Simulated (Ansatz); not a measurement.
Runs of Ansatz 0.2.0 on WSe. The cell holds a slab with vacuum, 4 atoms: a = 3.318 Å, b = 3.318 Å, c = 31.658 Å, α = 90.00°, β = 90.00°, γ = 120.00°. 

| task | level | cell | cutoff (eV) | basis error allowed | gap on the mesh (eV) | largest force (eV/Å) | work function (eV) |
| --- | --- | --- | --- | --- | --- | --- | --- |
| single point | LDA | as given | 286 | 0.002 eV/atom | - | (b) | (a) |
| projected density of states | PBE | the (0 0 1) slab of WSe2, cut from the database cell, not relaxed | 285 | 0.002 eV/atom | 0.35 | 0.43 | 4.60 |
| single point | PBE | as given | 285 | 0.002 eV/atom | 0.35 | 0.43 | 4.60 |
| single point | PBEsol | as given | 286 | 0.002 eV/atom | 0.33 | 0.84 | 4.68 |
| single point | PBE | the (0 0 1) slab of WSe2, cut from the database cell, not relaxed | 310 | 0.001 eV/atom | 0.35 | 0.43 | 4.60 |

Alike in all rows: potentials or basis all-electron LAPW, scalar-relativistic; no spin polarisation; k mesh 9 × 9 × 1; smearing fermi-dirac 0.05 eV.

**Question.** Fill in the values left out.

**Answer.** (a) 4.86; (b) 1.13.

Caveats: spin-orbit coupling is left out, which moves the levels of the heavy elements (some runs).

A k mesh can miss the band edges, and the runs leave out spin-orbit coupling on Se, W.
